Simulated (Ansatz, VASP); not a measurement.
Pd: VASP beside Ansatz

```
Pd
1.0
     0.00000    1.94650    1.94650
     1.94650    0.00000    1.94650
     1.94650    1.94650    0.00000
Pd
1
Direct
  0.00000 0.00000 0.00000
```

Alike in both runs: task single point; functional PBE; k mesh 12 × 12 × 12; occupations gaussian, width 0.021 eV; no spin polarisation.

|  | VASP | Ansatz |
| --- | --- | --- |
| version | VASP 6.6.1 | Ansatz 0.2.0 |
| potentials or method | VASP PAW PBE potentials, release 64 (Pd), cutoff 520 eV | all-electron LAPW, scalar-relativistic |

```csv
,VASP,Ansatz,Ansatz less VASP
gap on the k mesh at the Fermi level (eV),none,none,-
pressure (GPa),6.5,6.8,+0.27
```

A gap of «none» marks a metal or a gap that the smearing closes. Ansatz ran all-electron here, so the differences hold the error of VASP's frozen core and of both bases.
